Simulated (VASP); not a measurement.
# BAs: core levels with PBEsol

Crystal: BAs.

```
B As
1.0
     2.93437    0.00000    0.00000
     0.00000    2.93437    0.00000
     0.00000    0.00000    2.93437
B As
1 1
Direct
  0.50000 0.50000 0.50000
  0.00000 0.00000 0.00000
```

The cell was built by a generator and needn't be a form met in nature.

```
Program                : VASP 6.6.1
Task                   : core levels
Functional             : PBEsol
Potentials or basis    : VASP PAW PBE potentials, release 64 (B, As)
Cutoff                 : 520 eV
k mesh                 : 9 × 9 × 9
Occupations            : gaussian, width 0.02 eV
Spin                   : no spin polarisation
Further INCAR settings : ALGO = Fast; EDIFF = 1e-06
```

- Pressure: -3.6 GPa
- Band gap on the k mesh: none (metal or under the smearing width)

Levels at points of the mesh, in eV from the Fermi level:
| k point | band 1 | band 2 | band 3 | band 4 | band 5 | band 6 | band 7 | band 8 |
| --- | --- | --- | --- | --- | --- | --- | --- | --- |
| (0.00, 0.00, 0.00) | -15.62 | -0.69 | -0.69 | -0.69 | -0.04 | 5.75 | 5.75 | 9.49 |

Core levels (eV, on the scale of the bands):
```csv
atom,levels
1 B,1s -168.1
2 As,"1s -11706.2, 2s -1474.6, 2p -1291.5, 3s -178.6, 3p -121.9, 3d -29.0"
```

It took 11 s on 1 thread of AMD EPYC 7R43 64-Core Processor (Zen 3), on a shared host, peak memory 0.1 GiB.

Caveat: the PAW data sets were made with another functional, which shifts forces and pressure a little.
